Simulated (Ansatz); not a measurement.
**How well the gap of K4IBr3 (ordered model alloy, started on the KBr lattice) (Cmmm) can be computed**

The study climbs from cheap functionals to G0W0 on K4IBr3 (ordered model alloy, started on the KBr lattice) (Cmmm) and then asks what each convergence step is worth.

Calculated with Ansatz 0.2.0; density functionals, hybrids, G0W0, plane waves, PAW.

## 1. Starting point

Symmetry: Cmmm, No. 65, orthorhombic system. Conventional cell: a = 9.182 Å, b = 12.981 Å, c = 4.588 Å, α = 90.00°, β = 90.00°, γ = 90.00°. K has 4 Br at 3.17 to 3.25 Å and 2 I at 3.33 Å nearest. K has 5 Br at 3.17 to 3.25 Å and 1 I at 3.32 Å nearest. Br has 6 K at 3.25 Å nearest. Nearest to I lie 6 K at 3.32 to 3.33 Å. Nearest to Br lie 6 K at 3.17 Å. It derives from KBr. Farther neighbours and most contacts between anions are not listed.

The structure was relaxed with LDA. The runs that relaxed it are not among those shown. Spin-orbit coupling is left out unless a step names it.

## 2. LDA bands

Levels along a band path, at the cheap level, show where the edges lie and whether the meshes to come will hold them.

This step: DFT, LDA, plane waves, PAW; PAW set soft_1.

input.yaml reads:

```yaml
crystal:
  lattice:
    - [-0.0021714508, 6.4903646622, 6.4905351599]
    - [6.4903646622, -0.0021714508, 6.4905351599]
    - [6.4881932114, 6.4881932114, 0.0]
  atoms:
    - { symbol: K, position: [-0.0123917543, 0.0123917543, 0.0] }
    - { symbol: K, position: [-0.0123917543, 0.0123917543, 0.5] }
    - { symbol: K, position: [-0.0060389877, 0.4939610123, 0.0060389877] }
    - { symbol: K, position: [-0.0060389877, 0.4939610123, 0.5060389877] }
    - { symbol: K, position: [0.5060389877, 0.0060389877, -0.0060389877] }
    - { symbol: K, position: [0.5060389877, 0.0060389877, 0.4939610123] }
    - { symbol: K, position: [0.5123917543, 0.4876082457, 0.0] }
    - { symbol: K, position: [0.5123917543, 0.4876082457, 0.5] }
    - { symbol: Br, position: [0.25, 0.25, 0.25] }
    - { symbol: Br, position: [0.25, 0.25, 0.75] }
    - { symbol: I, position: [0.25, 0.75, 0.25] }
    - { symbol: I, position: [0.25, 0.75, 0.75] }
    - { symbol: Br, position: [0.75, 0.25, 0.25] }
    - { symbol: Br, position: [0.75, 0.25, 0.75] }
    - { symbol: Br, position: [0.75, 0.75, 0.25] }
    - { symbol: Br, position: [0.75, 0.75, 0.75] }
kpoints:
  mp_grid: { grid: [4, 4, 4] }
  band_path:
    path:
      - [[0.0, 0.0, 0.0], [0.5, 0.0, 0.0]]
      - [[0.0, 0.5, 0.0], [0.0, 0.0, 0.0], [0.0, 0.0, 0.5]]
      - [[0.5, 0.5, 0.5], [0.0, 0.0, 0.0]]
    npoints: 10
hamiltonian:
  xc: lda
  pseudopotentials: { kind: paw, azcp: { folder: soft_1 }, xc_functional: pbe }
scf:
  occupations: { method: fermi_dirac, width: 0.02 }
  n_extra_bands: 9
output:
  eigenvalues: true
  write_density: true
  write_potential: true
  elf: true
  volumetric_format: npy
```

Run with:

```
$ ansatz run input.yaml --threads 4 --pin off --max-ram 17510MiB --backend cpu --events-out ev --progress --plain --runs-dir out
```

Numbers of over 12 decimals in the logs are rounded to 6 here.

Log:

```text
scf.n_extra_bands = 9 over 74 filled bands (N_el = 148.0): the run solves 83 bands
Engine: ansatz 0.2.0, aarch64-unknown-linux-gnu
Pseudopotentials: kind: paw
Pseudopotential: K, paw, valence charge 9, recommended cutoff 420 eV (normal), soft_1/K.paw.azcp
Pseudopotential: Br, paw, valence charge 7, recommended cutoff 420 eV (normal), soft_1/Br.paw.azcp
Pseudopotential: I, paw, valence charge 17, recommended cutoff 420 eV (normal), soft_1/I.paw.azcp
Functional definition: SPW92
  exchange = slater_x
  correlation = pw_c
Crystal: 16 atoms, lattice volume = 546.825 Å³
Basis set: ecut = 420 eV, 10777 PW (Γ)
Bands: 83, of which v1, the nominal top of the filled ones, is band 74 counted from 1 (73 counted from 0)
Symmetry: 16 space group operations
Space group: Cmmm (ITA 65), of the structure as read, at distance tolerance 8.2e-5 Å
k-points: 18 of 64
Non-local potential: K, projectors of the file, l = 0: 3, l = 1: 2, l = 2: 2
Non-local potential: Br, projectors of the file, l = 0: 2, l = 1: 2, l = 2: 2
Non-local potential: I, projectors of the file, l = 0: 2, l = 1: 2, l = 2: 2, l = 3: 1
PAW form: soft (Blöchl's): semilocal exchange-correlation on the pseudo side does not see the compensation charge
PAW frozen core: K, regenerated for the run's functional, and the local potential with it (the file was generated under x = pbe(κ = 0.804, μ = 0.219515), c = pbe(β = 0.066725))
PAW frozen core: Br, regenerated for the run's functional, and the local potential with it (the file was generated under x = pbe(κ = 0.804, μ = 0.219515), c = pbe(β = 0.066725))
PAW frozen core: I, regenerated for the run's functional, and the local potential with it (the file was generated under x = pbe(κ = 0.804, μ = 0.219515), c = pbe(β = 0.066725))
PAW one-centre angular grid: K, 110 points (default); XC on 64 Gauss nodes
PAW one-centre angular grid: Br, 110 points (default); XC on 64 Gauss nodes
PAW one-centre angular grid: I, 590 points (default); XC on 64 Gauss nodes
Initial density: superposition of atomic densities (chi_scale 0.1, normalization cell, long waves kept (reshape's long-wave potential 0.02 eV rms))
Initial wavefunctions: pseudopotential atomic-orbital guess
Functional: x = slater, c = lda
SCF iter   1: F=—  HF=-42879.079511 eV  |F-HF|=—  |Δ(HF+E_count)|=         —  Δρ=3.99e-2  dr2=1.57e1  ethr=3.10e-3  ⟨swp⟩=10.1  Hψ=6988  notcnv=0
preconditioner: auto → Resta (q_TF=auto, 2.194 Å⁻¹)  ε∞=2.6  [insulator: Δε(μ)=2.397 eV  Ē_g=13.209 eV  σ=0.020 eV  W_gap=1.00  n_scr=112 (ndim 8)  ℏωp=16.8 eV  f_vac=0.000  D(μ)=0.00/eV (n_scr^D=0)  ε∞_Penn≈2.6]
SCF iter   2: F=—  HF=-42872.925128 eV  |F-HF|=—  |Δ(HF+E_count)|=    6.15e0  Δρ=1.20e-2  dr2=1.83e0  ethr=3.10e-3  ⟨swp⟩=3.9  Hψ=3810  notcnv=0  defer=59
SCF iter   3: F=—  HF=-42872.157283 eV  |F-HF|=—  |Δ(HF+E_count)|=   7.68e-1  Δρ=4.65e-3  dr2=1.61e-1  ethr=1.24e-3  ⟨swp⟩=3.9  Hψ=2829  notcnv=0  defer=59
SCF iter   4: F=—  HF=-42872.121856 eV  |F-HF|=—  |Δ(HF+E_count)|=   3.54e-2  Δρ=6.82e-4  dr2=4.59e-3  ethr=1.09e-4  ⟨swp⟩=3.8  Hψ=2468  notcnv=0  defer=60
SCF iter   5: F=—  HF=-42872.122081 eV  |F-HF|=—  |Δ(HF+E_count)|=   2.26e-4  Δρ=2.14e-4  dr2=2.61e-4  ethr=3.10e-6  ⟨swp⟩=2.3  Hψ=2527  notcnv=0  defer=59
SCF iter   6: F=—  HF=-42872.122343 eV  |F-HF|=—  |Δ(HF+E_count)|=   2.62e-4  Δρ=3.49e-5  dr2=7.91e-6  ethr=1.76e-7  ⟨swp⟩=2.0  Hψ=2782  notcnv=0  defer=59
SCF iter   7: F=—  HF=-42872.122720 eV  |F-HF|=—  |Δ(HF+E_count)|=   3.77e-4  Δρ=1.19e-5  dr2=9.04e-7  ethr=5.35e-9  ⟨swp⟩=2.0  Hψ=2768  notcnv=0  defer=59
SCF iter   8: F=-42872.122720 eV  HF=-42872.122720 eV  |F-HF|=3.74e-8  |Δ(HF+E_count)|=   1.08e-7  Δρ=2.53e-6  dr2=3.15e-8  ethr=6.76e-11  ⟨swp⟩=13.4  Hψ=8132  notcnv=0
SCF 1 converged in 8 iterations: F = -42872.122720 eV  dr2 = 3.15e-8
[...]
NSCF: frozen V_eff on 43 k-points
SCF converged after 8 iterations
Free energy (F): -42872.122720 eV
Harris-Foulkes:  -42872.122720 eV  (|F-HF|=3.74e-8)
Internal energy: -42872.122720 eV  (E = F + TS)
E sigma→0 (E₀):  -42872.122720 eV
Fermi energy:    4.195630 eV
--- Per-component energies (eV) ---
  E_band       = -1758.998115
  E_kinetic    = 3158.297094
  E_local      = -10926.065012  (includes V_loc(G=0)·N_el)
  E_nonlocal   = 689.475330
  E_hartree    = 4237.820286
  E_xc         = -2456.457057
  E_vxc        = -2201.197189  (∫ρ·V_xc dr)
  E_paw        = -28560.572514  (= ΣΔE_a)
  E_vpaw       = -955.141984  (= ΣTr[D̂ρ^β])
  E_aug_tail   = -0.004971  (compensation charges beyond the density's cutoff)
  E_ewald      = -9019.477327
  E_core_change = 4.861450  (= ΣΔE_core)
  E_smearing   = -0.000000  (= −TS)
  E_closure    = 0.000000  (closes the sum)
  Σ components = -42872.122720   (vs F -42872.122720, Δ=0.00e0)
--- Band table (eV; the first three rows and the last of 18) ---
  k-point 0: bands = [... 70 lower, 1.9211, 2.0649, 2.0986, 2.2565, 6.1164, 7.1056, 7.1170, 7.1206, ... 5 higher]
  k-point 1: bands = [... 70 lower, 1.8840, 1.9289, 1.9994, 2.0989, 6.5586, 7.3957, 7.3978, 7.4146, ... 5 higher]
  k-point 2: bands = [... 70 lower, 1.8747, 1.8747, 1.9440, 1.9440, 7.4059, 7.4059, 7.9797, 7.9797, ... 5 higher]
  k-point 17: bands = [... 70 lower, 1.7165, 1.7357, 1.8807, 2.1893, 7.6258, 7.6441, 7.6755, 7.9906, ... 5 higher]
```

The job ended after 36 s (4 threads of Arm Neoverse V1, shared host; peak memory 1.9 GiB; 2.4 min of CPU time).

Numbers from this step:

* filled bands: 74
* gap: 3.860 eV
* valence top at: Γ
* conduction bottom at: Γ
* least direct gap: 3.860 eV

In a supercell the zone is folded, so edges from different points of the primitive zone can meet at one k.

Electronic bands along the path, in eV, zero at the top of the highest nominally filled band:

```
    point  band 71  band 72  band 73  band 74  band 75  band 76  band 77  band 78
        Γ    -0.34    -0.19    -0.16     0.00     3.86     4.85     4.86     4.86
  halfway    -0.44    -0.37    -0.22    -0.03     4.31     5.13     5.14     5.16
        X    -0.57    -0.38    -0.28    -0.07     5.10     5.24     5.71     5.73
jump to Y    -0.57    -0.38    -0.28    -0.07     5.10     5.24     5.71     5.73
  halfway    -0.44    -0.37    -0.22    -0.03     4.31     5.13     5.14     5.16
        Γ    -0.34    -0.19    -0.16     0.00     3.86     4.85     4.86     4.86
  halfway    -0.37    -0.33    -0.26    -0.16     4.30     5.14     5.14     5.16
        Z    -0.38    -0.38    -0.31    -0.31     5.15     5.15     5.72     5.72
jump to R    -0.38    -0.38    -0.31    -0.31     5.15     5.15     5.72     5.72
  halfway    -0.37    -0.33    -0.26    -0.16     4.30     5.14     5.14     5.16
        Γ    -0.34    -0.19    -0.16     0.00     3.86     4.85     4.86     4.86
```

Electrostatic potential energy in the ac plane at fractional y = 0.750, with atoms of I and Br within 0.2 Å of it. With pseudopotentials it is smooth inside the atoms' cores, unlike the true potential.

Ten even steps from '0' (-42 eV) to '9' (8 eV), each cell a mean:
```
99999999999999999999999999
99999999999999999999999999
99987689999999999889999999
99962125899999998534799999
99961442489999998200169999
99972586259999998300027999
99995267338999999720005999
99998522137999999973115899
99999874468999999998768999
99999999889999999999999999
99999999999999999999999999
99999999999999999999999999
99999999999999999999999999
99999999999999999999999999
99987689999999999889999999
99962125899999998534799999
99961442489999998200169999
99972586259999998300027999
99995267338999999720005999
99998522137999999973115899
99999874468999999998768999
99999999889999999999999999
99999999999999999999999999
99999999999999999999999999
```
Columns run along a (9.2 Å; values clipped at the 3rd and 97th percentile), rows up along c (9.2 Å). Atoms in or near the plane, at fractional coordinates: I at (0.25, 0.25), I at (0.25, 0.75), Br at (0.75, 0.25), Br at (0.75, 0.75).

ELF in the ac plane at fractional y = 0.750, with atoms of I and Br within 0.2 Å of it. It is the smooth field of the valence electrons, not physical close to the nuclei.

Ten even steps from '0' (0.01) to '9' (0.88), each cell a mean:
```
02455420000000023321000000
25788875200000357776310000
37888888730001479999851000
37886567873001589999985100
26875334787300489954898510
04885343478610279940289830
02687433368730048983179961
00378754468851015899799973
00037887778851001589999973
00002578888751000147888862
00000135777530000002455531
00111001233200000000011100
02455420000000023321000000
25788875200000357776310000
37888888730001479999851000
37886567873001589999985100
26875334787300489954898510
04885343478610279940289830
02687433368730048983179961
00378754468851015899799973
00037887778851001589999973
00002578888751000147888862
00000135777530000002455531
00111001233200000000011100
```
Columns run along a (9.2 Å), rows up along c (9.2 Å). Atoms in or near the plane, at fractional coordinates: I at (0.25, 0.25), I at (0.25, 0.75), Br at (0.75, 0.25), Br at (0.75, 0.75).

## 3. LDA+SOC

The many-body steps leave out spin-orbit coupling, so its effect is taken from a two-component run, with twice the bands.

This step: DFT, LDA with spin-orbit coupling, plane waves, PAW; PAW set soft_1.

Edit input.yaml of step 2 so:

```diff
@@ -26,17 +26,18 @@
     path:
-      - [[0.0, 0.0, 0.0], [0.5, 0.0, 0.0]]
-      - [[0.0, 0.5, 0.0], [0.0, 0.0, 0.0], [0.0, 0.0, 0.5]]
-      - [[0.5, 0.5, 0.5], [0.0, 0.0, 0.0]]
-    npoints: 10
+      - [0.0, 0.0, 0.0]
+      - [0.5, 0.0, 0.0]
+      - [0.0, 0.5, 0.0]
+      - [0.0, 0.0, 0.5]
+      - [0.5, 0.5, 0.5]
+    npoints: 1
 hamiltonian:
   xc: lda
-  pseudopotentials: { kind: paw, azcp: { folder: soft_1 }, xc_functional: pbe }
+  pseudopotentials: { kind: paw_fr, azcp: { folder: soft_1 }, xc_functional: pbe }
 scf:
-  occupations: { method: fermi_dirac, width: 0.02 }
-  n_extra_bands: 9
+  occupations: { method: fixed }
+  n_extra_bands: 18
+magnetization:
+  noncollinear: true
+  spin_orbit: true
 output:
   eigenvalues: true
-  write_density: true
-  write_potential: true
-  elf: true
-  volumetric_format: npy
```

Log:

```text
[...]
non-collinear run that drives no moment, with spin-orbit: no starting moment large enough to seed its density (crystal.atoms[].spin), no starting occupations that ask for one, no magnetisation constraint and no magnetic field, so the semilocal B_xc is pinned to zero
Crystal: 16 atoms, lattice volume = 546.825 Å³
Basis set: ecut = 420 eV, 10777 PW (Γ)
[...]
k-point 0: bands = [... 144 lower, 2.3277, 2.3277, 2.4913, 2.4913, 6.1171, 6.1171, 7.1047, 7.1047, ... 14 higher]
  k-point 1: bands = [... 144 lower, 2.2122, 2.2122, 2.3297, 2.3297, 6.5599, 6.5599, 7.3947, 7.3947, ... 14 higher]
  k-point 2: bands = [... 144 lower, 2.1575, 2.1575, 2.1575, 2.1575, 7.4063, 7.4063, 7.4063, 7.4063, ... 14 higher]
  k-point 17: bands = [... 144 lower, 2.0047, 2.0047, 2.3769, 2.3769, 7.6260, 7.6260, 7.6440, 7.6440, ... 14 higher]
[key lines of the parts left out:]
SCF converged after 8 iterations
Magnetization: |M| = 0.0000 μB,  M = (+0.0000, +0.0000, +0.0000) μB
Free energy (F): -42880.190698 eV
Fermi energy:    2.491255 eV
```

Run time: 4 min. Hardware: 4 threads; peak memory 5.2 GiB.

Numbers from this step:

| Item | Value |
| --- | --- |
| gap | 3.626 eV |
| valence top at | Γ |
| conduction bottom at | Γ |
| least direct gap | 3.626 eV |

The gap stands −0.23 eV against LDA.

## 4. r2SCAN

r2SCAN sits between gradient functionals and hybrids in what it does to gaps, at little more than semilocal cost.

This step: DFT, r2SCAN, plane waves, PAW; PAW set soft_1.

Edit input.yaml of step 3 so:

```diff
@@ -33,10 +33,7 @@
 hamiltonian:
-  xc: lda
-  pseudopotentials: { kind: paw_fr, azcp: { folder: soft_1 }, xc_functional: pbe }
+  xc: r2scan
+  pseudopotentials: { kind: paw, azcp: { folder: soft_1 } }
 scf:
   occupations: { method: fixed }
-  n_extra_bands: 18
-magnetization:
-  noncollinear: true
-  spin_orbit: true
+  n_extra_bands: 9
 output:
```

Log:

```text
[...]
Crystal: 16 atoms, lattice volume = 546.825 Å³
Basis set: ecut = 500 eV, 13843 PW (Γ), exchange–correlation on 288×288×288 points (64 copies of the dense FFT grid, shifted against one another)
Bands: 83, of which v1, the nominal top of the filled ones, is band 74 counted from 1 (73 counted from 0)
Symmetry: 16 space group operations
[...]
k-points: 18 of 64
[...]
--- Band table (eV; the first three rows and the last of 18) ---
  k-point 0: bands = [... 70 lower, 1.8525, 1.9767, 2.0114, 2.1876, 7.0715, 7.7532, 7.7665, 7.7698, ... 5 higher]
  k-point 1: bands = [... 70 lower, 1.8164, 1.8702, 1.9163, 2.0310, 7.4864, 8.0505, 8.0530, 8.0723, ... 5 higher]
  k-point 2: bands = [... 70 lower, 1.8021, 1.8021, 1.8725, 1.8725, 8.2751, 8.2751, 8.6654, 8.6654, ... 5 higher]
  k-point 17: bands = [... 70 lower, 1.6656, 1.6751, 1.8031, 2.1286, 8.3153, 8.5467, 8.5953, 8.6890, ... 5 higher]
[key lines of the parts left out:]
SCF converged after 8 iterations
Free energy (F): -44183.452042 eV
Fermi energy:    2.187577 eV
```

Wall time 39 s (4 threads); peak memory 3.2 GiB; 2.6 min of CPU time.

This step gave:

```yaml
gap: 4.884 eV
valence_top_at: Γ
conduction_bottom_at: Γ
least_direct_gap: 4.884 eV
```

The gap stands +1.02 eV against LDA.

## 5. HSE06

HSE06 mixes in a quarter of exact exchange at short range. Exchange couples all pairs of k points, which makes a full band path dear, so levels are read on the mesh and at chosen points.

This step: DFT, HSE06, plane waves, PAW; PAW set soft_1.

Edit input.yaml of step 4 so:

```diff
@@ -23,3 +23,3 @@
 kpoints:
-  mp_grid: { grid: [4, 4, 4] }
+  mp_grid: { grid: [2, 2, 2] }
   band_path:
@@ -33,3 +33,3 @@
 hamiltonian:
-  xc: r2scan
+  xc: hse06
   pseudopotentials: { kind: paw, azcp: { folder: soft_1 } }
@@ -40 +40,5 @@
   eigenvalues: true
+  write_density: true
+  write_potential: true
+  elf: true
+  volumetric_format: npy
```

Log:

```text
[...]
davidson cushion auto → on  (no smearing: the cushion is to keep the highest requested band from converging to the state above it; pin scf.eigensolver.cushion to override)
Crystal: 16 atoms, lattice volume = 546.825 Å³
Basis set: ecut = 420 eV, 10777 PW (Γ)
Bands: 83, of which v1, the nominal top of the filled ones, is band 74 counted from 1 (73 counted from 0)
Symmetry: 16 space group operations
[...]
k-points: 5 of 8
[...]
E sigma→0 (E₀):  -44082.871422 eV
Fermi energy:    1.801629 eV
[...]
--- Band table (eV; the first three rows and the last of 5) ---
  k-point 0: bands = [... 70 lower, 1.4468, 1.5674, 1.6017, 1.8016, 7.1210, 7.9837, 7.9992, 8.0036, ... 5 higher]
  k-point 1: bands = [... 70 lower, 1.3916, 1.3916, 1.4615, 1.4615, 8.3805, 8.3805, 8.8877, 8.8877, ... 5 higher]
  k-point 2: bands = [... 70 lower, 1.2200, 1.4020, 1.4859, 1.7468, 8.3429, 8.4561, 8.8555, 8.8995, ... 5 higher]
  k-point 4: bands = [... 70 lower, 1.2559, 1.2689, 1.3904, 1.7434, 8.5446, 8.6486, 8.6763, 8.9439, ... 5 higher]
[key lines of the parts left out:]
Free energy (F): -44082.871422 eV
```

The job ended after 2.9 min (4 threads; peak memory 6.9 GiB).

This step gave:

```yaml
gap: 5.319 eV
valence_top_at: Γ
conduction_bottom_at: Γ
least_direct_gap: 5.319 eV
```

The gap stands +1.46 eV against LDA.

## 6. G0W0, 2×2×2 mesh, 246 empty bands, screening to 34 eV, PAW set soft_1 files

Now the one-shot GW correction: screening in the RPA, then the self-energy of the levels asked for. This step takes PAW set soft_1 files.

This step: G0W0 on LDA, plane waves, PAW; PAW set soft_1.

Edit input.yaml of step 5 so:

```diff
@@ -24,21 +24,12 @@
   mp_grid: { grid: [2, 2, 2] }
-  band_path:
-    path:
-      - [0.0, 0.0, 0.0]
-      - [0.5, 0.0, 0.0]
-      - [0.0, 0.5, 0.0]
-      - [0.0, 0.0, 0.5]
-      - [0.5, 0.5, 0.5]
-    npoints: 1
 hamiltonian:
-  xc: hse06
-  pseudopotentials: { kind: paw, azcp: { folder: soft_1 } }
+  xc: lda
+  pseudopotentials: { kind: paw, azcp: { folder: soft_1 }, xc_functional: pbe }
 scf:
   occupations: { method: fixed }
-  n_extra_bands: 9
-output:
-  eigenvalues: true
-  write_density: true
-  write_potential: true
-  elf: true
-  volumetric_format: npy
+gw:
+  n_empty_bands: 246
+  ecut_chi: 34
+  qp_bands: [v4, c4]
+  qp_kpoints: band_edges
+  screening: { model: contour_deformation }
```

Log:

```text
[...]
Crystal: 16 atoms, lattice volume = 546.825 Å³
Basis set: ecut = 420 eV, 10777 PW (Γ)
Bands: 90, of which v1, the nominal top of the filled ones, is band 74 counted from 1 (73 counted from 0)
Symmetry: 16 space group operations
[...]
k-points: 5 of 8
[...]
0    78      7.1209    -3.5112    -3.0065    -7.9165  0.8493     8.5401     8.5196  root
[...]
4    75      7.6262    -5.2898    -3.1451    -9.8950  0.8452     9.1103     9.0863  root
     4    76      7.6445    -4.6418    -3.1247    -9.2293  0.8445     9.1311     9.1073  root
     4    77      7.6759    -4.6877    -3.1414    -9.3142  0.8447     9.1857     9.1610  root
     4    78      7.9907    -3.4729    -3.1287    -8.1323  0.8476     9.5483     9.5214  root
[key lines of the parts left out:]
SCF converged after 8 iterations
Free energy (F): -42872.113223 eV
Fermi energy:    2.258729 eV
```

Elapsed: 77 s, on 4 threads; peak memory 2.6 GiB; 5 min of CPU time.

This step gave:

```yaml
bands_summed: 320
rpa_eps_infinity_on_this_mesh_eigenvalues: 2.754, 2.755, 2.767
plane_waves_in_the_screening_matrix: 259
g0w0_gap_on_the_mesh: 5.856 eV
k_of_the_valence_top: 0, 0, 0
k_of_the_conduction_bottom: 0, 0, 0
starting_gap_on_the_mesh: 3.858 eV
least_direct_g0w0_gap_on_the_computed_points: 5.856 eV
```

The gap on the mesh goes from 3.86 eV to 5.86 eV, a correction of +2.00 eV. Between the two edge states, bare exchange in place of the xc potential would open the gap by 7.27 eV, and correlation takes back 5.27 eV.

(Part 1 of 2 ends here.)

[Paths, hosts, dates, memory and timing lines, banners, echoed tables and standing remarks are left out of the program output.]

[Logs are printed without paths, hosts, clocks, repeated set-up lines and the standing remarks that a program may print on its own settings, such as how far it seeks lower states.]

[Runs of the session that timed out or met a known fault of the program may be left out.]

[Cells called generated may have been cut or substituted from an entry of the Crystallography Open Database or the Materials Project.]

[Hosts, paths, dates, database ids (printed as entryN), source tags and the programs' standing remarks are cut or masked in the printed files.]
